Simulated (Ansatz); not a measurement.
# MgS (P6_3mc) in Ansatz: further runs, part 2 of 2

Ansatz 0.2.0. Earlier steps stand in the parts before.

## 3. Single point, r2SCAN, 21.31 Å³/atom (volume scaled by 0.94)

Contents of input.yaml:

```yaml
crystal:
  lattice:
    - [3.9522600636, 0.0, 0.0]
    - [-1.9761300318, 3.4227576175, 0.0]
    - [0.0, 0.0, 6.3009860259]
  atoms:
    - { symbol: S, position: [0.6666666667, 0.3333333333, 0.87924415] }
    - { symbol: S, position: [0.3333333333, 0.6666666667, 0.37924415] }
    - { symbol: Mg, position: [0.3333333333, 0.6666666667, 0.99575485] }
    - { symbol: Mg, position: [0.6666666667, 0.3333333333, 0.49575485] }
hamiltonian:
  xc: r2scan
  pseudopotentials: { kind: paw }
kpoints:
  mp_grid: { grid: [8, 8, 4] }
scf:
  occupations: { method: fermi_dirac, width: 0.05 }
output:
  forces: true
  stress: true
  eigenvalues: true
```

Potentials or basis: Ansatz PAW.

Launch:

```bash
ansatz run input.yaml --threads 2 --pin off --max-ram 5632MiB --backend cpu --events-out ev --progress --plain --runs-dir out
```

The log of the run:

```text
Warning: RAYON_NUM_THREADS=2 ignored (pool sized by the plan → 2); use --threads N
Engine: ansatz 0.2.0, aarch64-unknown-linux-gnu
Pseudopotentials: kind: paw
Pseudopotential: S, paw, valence charge 6, recommended cutoff 500 eV (meta_gga), S.paw.azcp
Pseudopotential: Mg, paw, valence charge 10, recommended cutoff 500 eV (meta_gga), Mg.paw.azcp
Functional definition: r2SCAN
  parameter k0 = 0.174
  parameter k1 = 0.065
  parameter a1 = 4.9479
  exchange = r2scan_x(k0 = k0, k1 = k1, a1 = a1)
  correlation = r2scan_c
Crystal: 4 atoms, lattice volume = 85.237 Å³
Basis set: ecut = 500 eV, 2177 PW (Γ), exchange–correlation on 120×120×192 points (64 copies of the dense FFT grid, shifted against one another)
Bands: 20, of which v1, the nominal top of the filled ones, is band 16 counted from 1 (15 counted from 0)
Symmetry: 12 space group operations
Space group: P63mc (ITA 186), of the structure as read, at distance tolerance 4.4e-5 Å
k-points: 30 of 256 (time reversal used)
Non-local potential: S, projectors of the file, l = 0: 2, l = 1: 2, l = 2: 2
Non-local potential: Mg, projectors of the file, l = 0: 3, l = 1: 2, l = 2: 1
PAW form: soft (Blöchl's): semilocal exchange-correlation on the pseudo side does not see the compensation charge
PAW frozen core: S, regenerated for the run's functional (the file was generated under x = pbe(κ = 0.804, μ = 0.2195149727645171), c = pbe(β = 0.06672455060314922))
PAW frozen core: Mg, regenerated for the run's functional (the file was generated under x = pbe(κ = 0.804, μ = 0.2195149727645171), c = pbe(β = 0.06672455060314922))
[... 14 lines left out ...]
SCF converged after 6 iterations
Free energy (F): -5670.993161 eV
Harris-Foulkes:  -5670.993161 eV  (|F-HF|=1.16e-8)
Internal energy: -5670.993161 eV  (E = F + TS)
E sigma→0 (E₀):  -5670.993161 eV
Fermi energy:    5.768307 eV
--- Per-component energies (eV) ---
  E_band       = -756.784060
  E_kinetic    = 369.939741
  E_local      = -3718.758260  (includes V_loc(G=0)·N_el)
  E_nonlocal   = 247.684100
  E_hartree    = 1349.319930
  E_xc         = -241.317246
  E_vxc        = -272.573014  (∫ρ·V_xc dr)
  E_paw        = -1811.251927  (= ΣΔE_a)
  E_vpaw       = -95.920182  (= ΣTr[D̂ρ^β])
  E_aug_tail   = -0.000001  (compensation charges beyond the density's cutoff)
  E_vtau       = 14.204566  (kinetic-family band-sum trace: ∫τ·v_τ [+ j·A + Jᵃ·Aᵃ] dr)
  E_ewald      = -1866.337549
  E_core_change = -0.271950  (= ΣΔE_core)
  E_smearing   = -0.000000  (= −TS)
  E_closure    = 0.000000  (closes the sum)
  Σ components = -5670.993161   (vs F -5670.993161, Δ=0.00e0)
--- Forces (eV/Å), atoms counted from 1 ---
  atom   1  S      0.00000000    -0.00000000    -0.04753561
  atom   2  S     -0.00000000     0.00000000    -0.04753561
  atom   3  Mg    -0.00000000    -0.00000000     0.04762735
  atom   4  Mg    -0.00000000     0.00000000     0.04762735
  max |Σ_I F_I| component: 1.83e-4 eV/Å
--- Stress (GPa, compression-positive) ---
        4.367744      -0.000000      -0.000000
        0.000000       4.367744      -0.000000
       -0.000000      -0.000000       3.898399
  P = ⅓ Tr σ = 4.2113 GPa (42.113 kbar)
--- Band table (eV; the first three rows and the last of 30) ---
  k-point 0: bands = ["-72.9565", "-72.9564", "-38.0680", "-38.0640", "-38.0591", "-38.0591", "-38.0584", "-38.0584", "-8.6024", "-7.7443", "0.0397", "2.8854", "2.8854", "3.3364", "3.3364", "3.5169", "7.9666", "9.0834", "11.6942", "11.6942"]
  k-point 1: bands = ["-72.9565", "-72.9564", "-38.0674", "-38.0646", "-38.0590", "-38.0590", "-38.0585", "-38.0585", "-8.4939", "-7.8910", "0.4444", "2.7955", "2.9477", "2.9477", "3.2664", "3.2664", "8.6412", "9.2468", "11.6318", "11.6318"]
  k-point 2: bands = ["-72.9564", "-72.9564", "-38.0660", "-38.0660", "-38.0588", "-38.0588", "-38.0588", "-38.0588", "-8.2110", "-8.2110", "1.4971", "1.4971", "3.1032", "3.1032", "3.1032", "3.1032", "9.3972", "9.3972", "11.8176", "11.8176"]
  k-point 29: bands = ["-72.9563", "-72.9563", "-38.0660", "-38.0660", "-38.0609", "-38.0609", "-38.0601", "-38.0601", "-7.6136", "-7.6136", "0.4667", "0.4667", "1.4855", "1.4855", "2.9329", "2.9329", "9.7455", "9.7455", "10.7517", "10.7517"]
```

Wall time 4.6 s (2 threads of Arm Neoverse V2, shared host); peak memory 0.48 GiB.

Results:

```
Free energy            : -5670.9932 eV
Pressure               : 4.2 GPa
Largest force          : 0.048 eV/Å
Band gap on the k mesh : 4.45 eV, direct
```

Caveat: the PAW data sets come from PBE, with cores solved anew for the run's functional, which leaves a small shift of forces and pressure.

## 4. Single point, r2SCAN, 21.76 Å³/atom (volume scaled by 0.96)

input.yaml: that of step 3 with these lines changed.

```diff
@@ -2,5 +2,5 @@
   lattice:
-    - [3.9522600636, 0.0, 0.0]
-    - [-1.9761300318, 3.4227576175, 0.0]
-    - [0.0, 0.0, 6.3009860259]
+    - [3.980093798, 0.0, 0.0]
+    - [-1.990046899, 3.4468623386, 0.0]
+    - [0.0, 0.0, 6.3453606289]
   atoms:
```

Launch:

```bash
ansatz run input.yaml --threads 2 --pin off --max-ram 5632MiB --backend cpu --events-out ev --progress --plain --runs-dir out
```

Wall time 5.2 s (2 threads of Arm Neoverse V2, shared host); peak memory 0.47 GiB.

The run converged. Its results:

```
Free energy            : -5671.0320 eV
Pressure               : 2.7 GPa
Largest force          : 0.050 eV/Å
Band gap on the k mesh : 4.33 eV, direct
```

Caveat: the PAW data sets come from PBE, with cores solved anew for the run's functional, which leaves a small shift of forces and pressure.

## 5. Single point, r2SCAN, 22.22 Å³/atom (volume scaled by 0.98)

input.yaml: that of step 4 with these lines changed.

```diff
@@ -2,5 +2,5 @@
   lattice:
-    - [3.980093798, 0.0, 0.0]
-    - [-1.990046899, 3.4468623386, 0.0]
-    - [0.0, 0.0, 6.3453606289]
+    - [4.0075435882, 0.0, 0.0]
+    - [-2.0037717941, 3.4706345542, 0.0]
+    - [0.0, 0.0, 6.3891231196]
   atoms:
```

Launch:

```bash
ansatz run input.yaml --threads 2 --pin off --max-ram 5632MiB --backend cpu --events-out ev --progress --plain --runs-dir out
```

Run time: 5.1 s. Hardware: 2 threads of Arm Neoverse V2, shared host; peak memory 0.48 GiB.

The run converged. Its results:

```
Free energy            : -5671.0542 eV
Pressure               : 1.3 GPa
Largest force          : 0.053 eV/Å
Band gap on the k mesh : 4.22 eV, direct
```

Caveat: the PAW data sets come from PBE, with cores solved anew for the run's functional, which leaves a small shift of forces and pressure.

## 6. Single point, r2SCAN, 22.67 Å³/atom

input.yaml: that of step 5 with these lines changed.

```diff
@@ -2,5 +2,5 @@
   lattice:
-    - [4.0075435882, 0.0, 0.0]
-    - [-2.0037717941, 3.4706345542, 0.0]
-    - [0.0, 0.0, 6.3891231196]
+    - [4.0346224068, 0.0, 0.0]
+    - [-2.0173112034, 3.494085499, 0.0]
+    - [0.0, 0.0, 6.43229418]
   atoms:
```

Potentials or basis: Ansatz PAW.

Launch:

```bash
ansatz run input.yaml --threads 2 --pin off --max-ram 5632MiB --backend cpu --events-out ev --progress --plain --runs-dir out
```

It took 5.2 s on 2 threads of Arm Neoverse V2, shared host; peak memory 0.48 GiB.

Results (log left out):

```yaml
Free_energy: -5671.0613 eV
Pressure: 0.0 GPa
Largest_force: 0.055 eV/Å
Band_gap_on_the_k_mesh: 4.12 eV, direct
```

Caveat: the PAW data sets come from PBE, with cores solved anew for the run's functional, which leaves a small shift of forces and pressure.

## 7. Single point, r2SCAN, 23.12 Å³/atom (volume scaled by 1.02)

input.yaml: that of step 6 with these lines changed.

```diff
@@ -2,5 +2,5 @@
   lattice:
-    - [4.0346224068, 0.0, 0.0]
-    - [-2.0173112034, 3.494085499, 0.0]
-    - [0.0, 0.0, 6.43229418]
+    - [4.0613425392, 0.0, 0.0]
+    - [-2.0306712696, 3.5172258124, 0.0]
+    - [0.0, 0.0, 6.4748933962]
   atoms:
```

Launch:

```bash
ansatz run input.yaml --threads 2 --pin off --max-ram 5632MiB --backend cpu --events-out ev --progress --plain --runs-dir out
```

It took 5.2 s on 2 threads of Arm Neoverse V2, shared host; peak memory 0.48 GiB.

Results (log left out):

```yaml
Free_energy: -5671.0549 eV
Pressure: -1.1 GPa
Largest_force: 0.057 eV/Å
Band_gap_on_the_k_mesh: 4.01 eV, direct
```

Caveat: the PAW data sets come from PBE, with cores solved anew for the run's functional, which leaves a small shift of forces and pressure.

## 8. Single point, r2SCAN, 23.58 Å³/atom (volume scaled by 1.04)

input.yaml: that of step 7 with these lines changed.

```diff
@@ -2,5 +2,5 @@
   lattice:
-    - [4.0613425392, 0.0, 0.0]
-    - [-2.0306712696, 3.5172258124, 0.0]
-    - [0.0, 0.0, 6.4748933962]
+    - [4.0877156323, 0.0, 0.0]
+    - [-2.0438578162, 3.5400655811, 0.0]
+    - [0.0, 0.0, 6.5169393366]
   atoms:
```

Launch:

```bash
ansatz run input.yaml --threads 2 --pin off --max-ram 5632MiB --backend cpu --events-out ev --progress --plain --runs-dir out
```

It took 5.2 s on 2 threads of Arm Neoverse V2, shared host; peak memory 0.47 GiB.

The run converged. Its results:

```
Free energy            : -5671.0362 eV
Pressure               : -2.2 GPa
Largest force          : 0.058 eV/Å
Band gap on the k mesh : 3.91 eV, direct
```

Caveat: the PAW data sets come from PBE, with cores solved anew for the run's functional, which leaves a small shift of forces and pressure.

## 9. Single point, r2SCAN, 24.03 Å³/atom (volume scaled by 1.06)

input.yaml: that of step 8 with these lines changed.

```diff
@@ -2,5 +2,5 @@
   lattice:
-    - [4.0877156323, 0.0, 0.0]
-    - [-2.0438578162, 3.5400655811, 0.0]
-    - [0.0, 0.0, 6.5169393366]
+    - [4.1137527396, 0.0, 0.0]
+    - [-2.0568763698, 3.5626143774, 0.0]
+    - [0.0, 0.0, 6.5584496235]
   atoms:
```

Potentials or basis: Ansatz PAW.

Launch:

```bash
ansatz run input.yaml --threads 2 --pin off --max-ram 5632MiB --backend cpu --events-out ev --progress --plain --runs-dir out
```

Run time: 5.3 s. Hardware: 2 threads of Arm Neoverse V2, shared host; peak memory 0.5 GiB.

Results (log left out):

* Free energy: -5671.0064 eV
* Pressure: -3.1 GPa
* Largest force: 0.060 eV/Å
* Band gap on the k mesh: 3.82 eV, direct

Caveat: the PAW data sets come from PBE, with cores solved anew for the run's functional, which leaves a small shift of forces and pressure.

## 10. Equation of state, r2SCAN

No new run: the results of the series are fitted here.

Results:

* Equilibrium volume: 22.67 Å³/atom
* Bulk modulus at fixed shape and positions: 60 GPa
* Pressure derivative of the bulk modulus: 4.0

Energy against volume, from the lowest point:
```
volume (Å³/atom)  energy (meV/atom)
          21.309              17.04
          21.763               7.34
          22.216               1.79
          22.670               0.00
          23.123               1.60
          23.576               6.27
          24.030              13.72
```

Caveat: the cell was scaled at fixed shape and fractional positions, which overstates the stiffness of a crystal with free parameters, most of all of layers and chains; the PAW data sets were made with another functional, which shifts forces and pressure a little.
